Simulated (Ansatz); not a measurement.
Zr under changes of volume

One of the cells (23.281 Å³/atom); the others are scaled copies at fixed shape and fractional positions:

```
CELL_PARAMETERS angstrom
3.23200 0.00000 0.00000
-1.61600 2.79899 0.00000
0.00000 0.00000 5.14700
ATOMIC_POSITIONS crystal
Zr 0.66667 0.33333 0.75000
Zr 0.33333 0.66667 0.25000
```

```yaml
Program: Ansatz 0.2.0
Functional: PBE
Potentials_or_basis: Ansatz PAW
Cutoff: "420 eV (not typed: the program's choice for these potentials)"
k_mesh: 9 × 9 × 5
Occupations: fermi-dirac, width 0.05 eV
Spin: no spin polarisation
```

```tsv
volume (Å³/atom)	energy over the lowest point (meV/atom)	pressure (GPa)
21.884	31.70	7.0
22.350	14.76	4.7
22.815	4.36	2.5
23.281	0.00	0.5
23.746	1.20	-1.4
24.212	7.54	-3.1
24.678	?	?
```

**Question.** What does the run at 24.678 Å³/atom give?

**Answer.** Energy over the lowest point 18.62 meV/atom; pressure -4.6 GPa.

Worked out: A Birch-Murnaghan fit of order 3 (a polynomial in V^(-2/3)) to the other rows has its minimum at 23.41 Å³/atom with B0 = V·E''(V) = 94 GPa and B' = 3.0 at fixed shape and positions, which overstates the stiffness. It gives 18.64 meV/atom at 24.678 Å³/atom, against the run's 18.62, and -dE/dV = -4.6 GPa, against -4.6.

Energies are extrapolated to zero smearing.
